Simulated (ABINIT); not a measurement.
Wanted: the native input for an ABINIT 10.8.3 (patched build) run.

```
Task                : band structure
Functional          : RPBE
Potentials or basis : JTH PAW PBE v2.0
Cutoff              : 762 eV
k mesh              : 11 × 11 × 11
Occupations         : fermi-dirac, width 0.05 eV
Spin                : no spin polarisation
Fine-grid cutoff    : 1360.57 eV
```

The system is MgO.

```
CELL_PARAMETERS angstrom
0.00000 2.09700 2.09700
2.09700 0.00000 2.09700
2.09700 2.09700 0.00000
ATOMIC_POSITIONS crystal
Mg 0.00000 0.00000 0.00000
O 0.50000 0.50000 0.50000
```

The cell is a database's computed one.

One way to write it, as run:

run.abi

```
# Datasets: ground state, then fixed potential
ndtset 2

# Pseudopotentials
pp_dirpath "./"
pseudos "Mg.GGA_PBE-JTH.xml, O.GGA_PBE-JTH.xml"

# Structure
acell 5.6041865537 5.6041865537 5.6041865537
rprim
     0.0000000000     0.7071067812     0.7071067812
     0.7071067812     0.0000000000     0.7071067812
     0.7071067812     0.7071067812     0.0000000000
ntypat 2
znucl 12 8
natom 2
typat 1 2
xred
     0.0000000000     0.0000000000     0.0000000000
     0.5000000000     0.5000000000     0.5000000000

# Plane-wave basis
ecut 28.0
pawecutdg 50.0
pawxcdev 0

# Exchange and correlation
ixc 15

# Bands and occupations
occopt 3
tsmear 0.00183747

# SCF cycle
nstep 100

# Output
iomode 3
prtwf 0
prteig 0
prtebands 0
enunit 1
prtden1 1
prtvha1 1
prtvclmb1 1
prtpot1 1

# Dataset 1
kptopt1 1
ngkpt1 11 11 11
nshiftk1 1
shiftk1 0.0 0.0 0.0
nband1 12
tolvrs1 1.0e-9

# Dataset 2: bands along G-X-W-K-G-L-U-W-L-K
iscf2 -2
getden2 1
nband2 18
nbdbuf2 4
tolwfr2 1.0e-11
kptopt2 -9
ndivsm2 5
prteig2 1
kptbounds2
     0.0000000000     0.0000000000     0.0000000000
     0.5000000000     0.0000000000     0.5000000000
     0.5000000000     0.2500000000     0.7500000000
     0.3750000000     0.3750000000     0.7500000000
     0.0000000000     0.0000000000     0.0000000000
     0.5000000000     0.5000000000     0.5000000000
     0.6250000000     0.2500000000     0.6250000000
     0.5000000000     0.2500000000     0.7500000000
     0.5000000000     0.5000000000     0.5000000000
     0.3750000000     0.3750000000     0.7500000000
```

Potentials or basis: JTH PAW PBE v2.0.

Run with:

```sh
$ abinit run.abi > log 2>&1
```

Results of the run:

- Pressure: 11.1 GPa
- Band gap on the k mesh: 4.97 eV, direct
- Band gap along the path: 4.97 eV, direct
- Valence electrons inside the program's atomic spheres: Mg 8.30; O 4.61

Caveat: the PAW data sets were made with another functional, which shifts forces and pressure a little.

It took 37 s on 1 thread of Arm Neoverse V2, with other jobs on the host, peak memory 0.11 GiB.
